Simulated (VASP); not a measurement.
# HgSe (mix) (F-43m) in VASP: notebook

Runs on HgSe (mix). Level: PBE. Tasks: single point, relaxation of cell and atoms.

All numbers are computed with VASP 6.6.1; they aren't measurements. Logs are shortened: lines on timing, memory, paths and dates and some standing lists are left out, and cuts for length are marked.

### Step 1. The structure

The structure is cubic, space group F-43m (No. 216). Conventional cell: a = 6.260 Å, b = 6.260 Å, c = 6.260 Å, α = 90.00°, β = 90.00°, γ = 90.00°. Hg (site symmetry -43m) has 4 Se at 2.71 Å as nearest neighbours. Se (site symmetry -43m) is surrounded by 4 Hg at 2.71 Å.

### Step 2. Single point, PBE

Contents of INCAR:

```
PREC     = Accurate       # precision mode
ENCUT    = 520            # plane-wave cutoff, eV
EDIFF    = 1E-6           # SCF threshold, eV
ISMEAR   = 0              # smearing method
SIGMA    = 0.1            # smearing width, eV
LREAL    = F              # projectors in reciprocal space
LASPH    = T              # aspherical terms in the spheres
NELM     = 100            # most SCF steps
ALGO     = Normal         # electronic algorithm
ISIF     = 2              # what is computed and relaxed
LWAVE    = F              # write WAVECAR
LCHARG   = T              # write CHGCAR
GGA      = PE             # functional
LELF     = T              # ELF
LVHAR    = T            
NBANDS   = 16             # bands
```

Contents of KPOINTS:

```
regular mesh
0
Gamma
  12 12 12
```

Contents of POSCAR:

```
HgSe
1.0
    0.0000000000      3.1301268278      3.1301268278
    3.1301268278      0.0000000000      3.1301268278
    3.1301268278      3.1301268278      0.0000000000
Hg Se
1 1
Direct
    0.0000000000      0.0000000000      0.0000000000
    0.2500000000      0.2500000000      0.2500000000
```

Potentials or basis: VASP PAW PBE potentials, release 64 (Hg, Se).

Run with:

```bash
cat potpaw_PBE.64/Hg/POTCAR potpaw_PBE.64/Se/POTCAR > POTCAR
mpirun -np 1 vasp_std > vasp.out
```

OUTCAR:

```text
PREC = Accurate
   ENCUT = 520
   EDIFF = 1E-6
   ISMEAR = 0
   LREAL = F
   LASPH = T
   NELM = 100
   ISIF = 2
   GGA = PE

 ion  position               nearest neighbor table
   1  0.000  0.000  0.000-   2 2.71   2 2.71   2 2.71   2 2.71
   2  0.250  0.250  0.250-   1 2.71   1 2.71   1 2.71   1 2.71

  LATTYP: Found a face centered cubic cell.
 ALAT       =     6.2602536556

  Lattice vectors:

 A1 = (   0.0000000000,   3.1301268278,   3.1301268278)
 A2 = (   3.1301268278,   0.0000000000,   3.1301268278)
 A3 = (   3.1301268278,   3.1301268278,   0.0000000000)

Analysis of symmetry for initial positions (statically):
=====================================================================
 Subroutine PRICEL returns:
 Original cell was already a primitive cell.

 Routine SETGRP: Setting up the symmetry group for a
 face centered cubic supercell.

 Subroutine GETGRP returns: Found 24 space group operations
 (whereof 24 operations were pure point group operations)
 out of a pool of 48 trial point group operations.

The static configuration has the point symmetry T_d .

Analysis of symmetry for dynamics (positions and initial velocities):
=====================================================================
 Subroutine PRICEL returns:
 Original cell was already a primitive cell.

 Routine SETGRP: Setting up the symmetry group for a
 face centered cubic supercell.

 Subroutine GETGRP returns: Found 24 space group operations
 (whereof 24 operations were pure point group operations)
 out of a pool of 48 trial point group operations.

The dynamic configuration has the point symmetry T_d .

 Subroutine INISYM returns: Found 24 space group operations
 (whereof 24 operations are pure point group operations),
 and found     1 'primitive' translations

----------------------------------------------------------------------------------------

                                     Primitive cell

  volume of cell :      61.3360

  direct lattice vectors                    reciprocal lattice vectors
     0.000000000  3.130126828  3.130126828    -0.159737936  0.159737936  0.159737936
     3.130126828  0.000000000  3.130126828     0.159737936 -0.159737936  0.159737936
     3.130126828  3.130126828  0.000000000     0.159737936  0.159737936 -0.159737936

  length of vectors
     4.426667812  4.426667812  4.426667812     0.276674222  0.276674222  0.276674222

  position of ions in fractional coordinates (direct lattice)
     0.000000000  0.000000000  0.000000000
     0.250000000  0.250000000  0.250000000

  ion indices of the primitive-cell ions
   primitive index   ion index
                 1           1
                 2           2

----------------------------------------------------------------------------------------

 KPOINTS: regular mesh

Automatic generation of k-mesh.
 Grid dimensions read from file:
 generate k-points for:   12   12   12

 Generating k-lattice:

  Cartesian coordinates                     Fractional coordinates (reciprocal lattice)
    -0.013311495  0.013311495  0.013311495     0.083333333  0.000000000  0.000000000
     0.013311495 -0.013311495  0.013311495     0.000000000  0.083333333  0.000000000
     0.013311495  0.013311495 -0.013311495     0.000000000  0.000000000  0.083333333

  Length of vectors
     0.023056185  0.023056185  0.023056185

  Shift w.r.t. Gamma in fractional coordinates (k-lattice)
     0.000000000  0.000000000  0.000000000

 Subroutine IBZKPT returns following result:
 ===========================================

 Found     72 irreducible k-points:

 Following reciprocal coordinates:
            Coordinates               Weight
  0.000000  0.000000  0.000000      1.000000
  0.083333  0.000000  0.000000      8.000000
  0.166667  0.000000  0.000000      8.000000
  0.250000  0.000000  0.000000      8.000000
  0.333333  0.000000  0.000000      8.000000
  0.416667  0.000000  0.000000      8.000000
[... 16 lines left out ...]
  0.500000  0.166667  0.000000     24.000000
 -0.416667  0.166667  0.000000     24.000000
 [... further k-points ...]
   k-points           NKPTS =     72   k-points in BZ     NKDIM =     72   number of bands    NBANDS=     16
   number of dos      NEDOS =    301   number of ions     NIONS =      2
   total plane-waves  NPLWV =  46656
   dimension x,y,z NGX =    36 NGY =   36 NGZ =   36
   dimension x,y,z NGXF=    72 NGYF=   72 NGZF=   72
   ions per type =               1   1
   NGX,Y,Z   is equivalent  to a cutoff of  13.52, 13.52, 13.52 a.u.
   NGXF,Y,Z  is equivalent  to a cutoff of  27.04, 27.04, 27.04 a.u.
 SYSTEM =  unknown system
   PREC   = accura    normal or accurate (medium, high low for compatibility)
   ISTART =      0    job   : 0-new  1-cont  2-samecut
   ICHARG =      2    charge: 1-file 2-atom 10-const
   ISPIN  =      1    spin polarized calculation?
   LNONCOLLINEAR =      F non collinear calculations
   LSORBIT =      F    spin-orbit coupling
   LASPH  =      T    aspherical Exc in radial PAW
   ENCUT  =  520.0 eV  38.22 Ry    6.18 a.u.   8.23  8.23  8.23*2*pi/ulx,y,z
   NELM   =    100;   NELMIN=  2; NELMDL= -5     # of ELM steps
   EDIFF  = 0.1E-05   stopping-criterion for ELM
   LREAL  =      F    real-space projection
   EDIFFG = 0.1E-04   stopping-criterion for IOM
   NSW    =      0    number of steps for IOM
   IBRION =     -1    ionic relax: 0-MD 1-quasi-New 2-CG
   NFREE  =      0    steps in history (QN), initial steepest desc. (CG)
   ISIF   =      2    stress and relaxation
   ISYM   =      2    0-nonsym 1-usesym 2-fastsym
   POTIM  = 0.5000    time-step for ionic-motion
   TEBEG  =    0.0;   TEEND  =   0.0 temperature during run
   PSTRESS=    0.0 pullay stress
   NELECT =      18.0000    total number of electrons
   NUPDOWN=      -1.0000    fix difference up-down
   EMIN   =  10.00;   EMAX   =-10.00  energy-range for DOS
   EFERMI =   0.00;   METHOD = LEGACY
   ISMEAR =     0;   SIGMA  =   0.10  broadening in eV -4-tet -1-fermi 0-gaus
   EFERMI_NEDOS =   21; number of points for ismear=-14 and -15
   IALGO  =     38    algorithm
   IMIX   =      4    mixing-type and parameters
     AMIX     =   0.40;   BMIX     =  1.00
     AMIX_MAG =   1.60;   BMIX_MAG =  1.00
  volume/ion in A,a.u.               =      30.67       206.96
  Fermi-wavevector in a.u.,A,eV,Ry     =   1.087912  2.055855 16.103207  1.183552
  Thomas-Fermi vector in A             =   2.224082
   LORBIT       =      0    0 simple, 1 ext, 2 COOP (PROOUT), +10 PAW based schemes
   GGA     = PE    functional components
   LHFCALC =     F    Hartree Fock is set to
   AEXX    =    0.0000 exact exchange contribution
   IVDW    =     0    specifies the selected vdW correction
   LEPSILON=     F    determine dielectric tensor
   LRPA    =     F    only Hartree local field effects (RPA)
 non-spin polarized calculation
 Gauss-broadening in eV      SIGMA  =   0.10
  energy-cutoff  :      520.00
  volume of cell :       61.34
 maximum number of plane-waves:      1676
 NGX is ok and might be reduce to    36
   NGX = 17   NGY = 17   NGZ = 17

 number of electron      18.0000002 magnetization

 Free energy of the ion-electron system (eV)
  ---------------------------------------------------
  ext. energy  EPLUGINS =         0.00000000
  ---------------------------------------------------
  free energy    TOTEN  =        -4.08919332 eV

  energy without entropy =       -4.08902541  energy(sigma->0) =       -4.08910936

 E-fermi :   1.0269     XC(G=0):  -8.6467

 val. band max:        0.9519217826   @ k =   0.0000   0.0000   0.0000
 cond. band min:       1.2739567649   @ k =   0.0833   0.0000   0.0000
 fundamental gap:      0.3220349823
 Fermi energy:         1.0268525171

 k-point     1 :       0.0000    0.0000    0.0000
  band No.  band energies     occupation
      1     -11.9363      2.00000
      2      -5.7340      2.00000
      3      -5.7340      2.00000
      4      -5.7340      2.00000
      5      -5.1302      2.00000
      6      -5.1302      2.00000
[... 8 lines left out ...]
     15      12.1043      0.00000
     16      12.1043      0.00000

 k-point     2 :       0.0833    0.0000    0.0000
  band No.  band energies     occupation
      1     -11.9116      2.00000
      2      -5.7223      2.00000
      3      -5.7223      2.00000
      4      -5.7209      2.00000
      5      -5.1311      2.00000
      6      -5.1311      2.00000
[... 8 lines left out ...]
     15      11.6044      0.00000
     16      11.6044      0.00000

 k-point     3 :       0.1667    0.0000    0.0000
  band No.  band energies     occupation
      1     -11.8434      2.00000
      2      -5.6915      2.00000
      3      -5.6915      2.00000
      4      -5.6722      2.00000
      5      -5.1317      2.00000
      6      -5.1317      2.00000
[... 8 lines left out ...]
     15      11.1434      0.00000
     16      11.1434      0.00000

 k-point     4 :       0.2500    0.0000    0.0000
  band No.  band energies     occupation
      1     -11.7480      2.00000
      2      -5.6526      2.00000
      3      -5.6526      2.00000
      4      -5.5632      2.00000
      5      -5.1271      2.00000
      6      -5.1271      2.00000
[... 8 lines left out ...]
     15      11.0517      0.00000
     16      11.0517      0.00000
[... 324 lines left out ...]
 k-point    22 :       0.4167    0.1667    0.0000
  band No.  band energies     occupation
      1     -11.5704      2.00000
      2      -5.5938      2.00000
      3      -5.5341      2.00000
      4      -5.3165      2.00000
      5      -5.0817      2.00000
      6      -5.0744      2.00000
[... 8 lines left out ...]
     15      12.1222      0.00000
     16      12.6302      0.00000

 k-point    23 :       0.5000    0.1667    0.0000
  band No.  band energies     occupation
      1     -11.5189      2.00000
      2      -5.5735      2.00000
      3      -5.5256      2.00000
      4      -5.1892      2.00000
      5      -5.0864      2.00000
      6      -4.9004      2.00000
[... 8 lines left out ...]
     15      12.1841      0.00000
     16      12.7224      0.00000

 k-point    24 :      -0.4167    0.1667    0.0000
  band No.  band energies     occupation
      1     -11.5122      2.00000
      2      -5.5657      2.00000
      3      -5.5342      2.00000
      4      -5.1419      2.00000
      5      -5.1055      2.00000
      6      -4.8544      2.00000
[... 8 lines left out ...]
     15      11.8920      0.00000
     16      12.1336      0.00000

 [... further k-points ...]

------------------------ aborting loop because EDIFF is reached ----------------------------------------

  FORCE on cell =-STRESS in cart. coord.  units (eV):
  Direction    XX          YY          ZZ          XY          YZ          ZX
  --------------------------------------------------------------------------------------
  -------------------------------------------------------------------------------------
  Total        0.0677331      0.0677331      0.0677331      0.0000000      0.0000000      0.0000000
  in kB        1.7692763      1.7692763      1.7692763      0.0000000      0.0000000      0.0000000
  external PRESSURE =       1.7692763 kB  Pullay stress =       0.0000000 kB

 VOLUME and BASIS-vectors are now :
 -----------------------------------------------------------------------------
  energy-cutoff  :      520.00
  volume of cell :       61.34
      direct lattice vectors                 reciprocal lattice vectors
     0.000000000  3.130126828  3.130126828    -0.159737936  0.159737936  0.159737936
     3.130126828  0.000000000  3.130126828     0.159737936 -0.159737936  0.159737936
     3.130126828  3.130126828  0.000000000     0.159737936  0.159737936 -0.159737936

 POSITION                                       TOTAL-FORCE (eV/Angst)
 -----------------------------------------------------------------------------------
      0.00000      0.00000      0.00000         0.000000      0.000000     -0.000000
      1.56506      1.56506      1.56506        -0.000000     -0.000000      0.000000
 -----------------------------------------------------------------------------------
    total drift:                               -0.000000     -0.000000     -0.000000

  FREE ENERGIE OF THE ION-ELECTRON SYSTEM (eV)
  ---------------------------------------------------
  free  energy   TOTEN  =        -4.0891933188 eV

  energy  without entropy=       -4.0890254074  energy(sigma->0) =       -4.08910936
```

Wall time 47 s (1 thread of Intel Xeon Platinum 8488C (Sapphire Rapids), shared host); peak memory 0.24 GiB.

What came out:

| Item | Value |
| --- | --- |
| Free energy | -4.0892 eV |
| Pressure | 0.2 GPa |
| Band gap on the k mesh | none (metal or under the smearing width) |

Levels at points of the mesh, in eV from the Fermi level:
```
           k point  band 5  band 6  band 7  band 8  band 9  band 10  band 11  band 12  band 13  band 14
(0.00, 0.00, 0.00)   -6.16   -6.16   -1.12   -0.07   -0.07    -0.07     5.51     5.51     5.51     8.26
(0.50, 0.00, 0.00)   -6.12   -5.90   -5.01   -0.89   -0.89     1.02     6.21     6.21     6.73     9.13
(0.50, 0.50, 0.00)   -6.07   -5.86   -4.75   -2.03   -2.03     2.61     3.12     8.21     9.36     9.36
```

Spin-orbit coupling is left out, which matters for the levels of Hg.

### Step 3. Relaxation of cell and atoms, PBE

Contents of INCAR:

```
SYSTEM = HgSe
PREC     = Accurate       ! precision mode
ENCUT    = 600            ! plane-wave cutoff, eV
EDIFF    = 1E-7           ! SCF threshold, eV
ISMEAR   = 0              ! smearing method
SIGMA    = 0.1            ! smearing width, eV
LREAL    = .False.        ! projectors in reciprocal space
LASPH    = .True.         ! aspherical terms in the spheres
NELM     = 100            ! most SCF steps
ALGO     = Normal         ! electronic algorithm
ISIF     = 3              ! what is computed and relaxed
LWAVE    = .False.        ! write WAVECAR
LCHARG   = .False.        ! write CHGCAR
GGA      = PE             ! functional
IBRION   = 2              ! ionic algorithm
NSW      = 100            ! ionic steps
EDIFFG   = -0.002         ! ionic threshold
```

Contents of KPOINTS:

```
regular mesh
0
Gamma
  12 12 12
  0 0 0
```

POSCAR is that of step 2.

Potentials or basis: VASP PAW PBE potentials, release 64 (Hg, Se).

Run with:

```bash
cat potpaw_PBE.64/Hg/POTCAR potpaw_PBE.64/Se/POTCAR > POTCAR
mpirun -np 1 vasp_std > vasp.out
```

Wall time 78 s (1 thread of Intel Xeon Platinum 8488C (Sapphire Rapids), shared host); peak memory 0.25 GiB.

It converged, with:

| Item | Value |
| --- | --- |
| Free energy | -4.0895 eV |
| Relaxed volume | 30.82 Å³/atom |
| Relaxed cell | a = 4.434 Å, b = 4.434 Å, c = 4.434 Å, α = 60.00°, β = 60.00°, γ = 60.00° |
| Space group after relaxing (to 0.05 Å) | F-43m (No. 216) |
| Energy gained by relaxing | 0.1 meV/atom |
| Ionic steps | 3 |
| Pressure after relaxing | 0.0 GPa |
| Band gap on the k mesh | none (metal or under the smearing width) |

The path:
| step | energy change (eV) | largest force (eV/Å) | pressure (GPa) | volume (Å³) |
| --- | --- | --- | --- | --- |
| 1 | 0.0000 | 0.0000 | 0.21 | 61.34 |
| 2 | -0.0002 | 0.0000 | -0.04 | 61.70 |
| 3 | -0.0002 | 0.0000 | 0.00 | 61.64 |

Final structure:
```
Hg Se
1.0
     0.00000    3.13522    3.13522
     3.13522    0.00000    3.13522
     3.13522    3.13522    0.00000
Hg Se
1 1
Direct
  0.00000 0.00000 0.00000
  0.25000 0.25000 0.25000
```

Levels at points of the mesh, in eV from the Fermi level:
```
           k point  band 6  band 7  band 8  band 9  band 10  band 11  band 12  band 13
(0.00, 0.00, 0.00)   -6.14   -1.12   -0.08   -0.08    -0.08     5.52     5.52     5.52
(0.50, 0.00, 0.00)   -5.88   -4.98   -0.88   -0.88     1.02     6.21     6.21     6.72
(0.50, 0.50, 0.00)   -5.85   -4.73   -2.01   -2.01     2.60     3.13     8.20     9.33
```
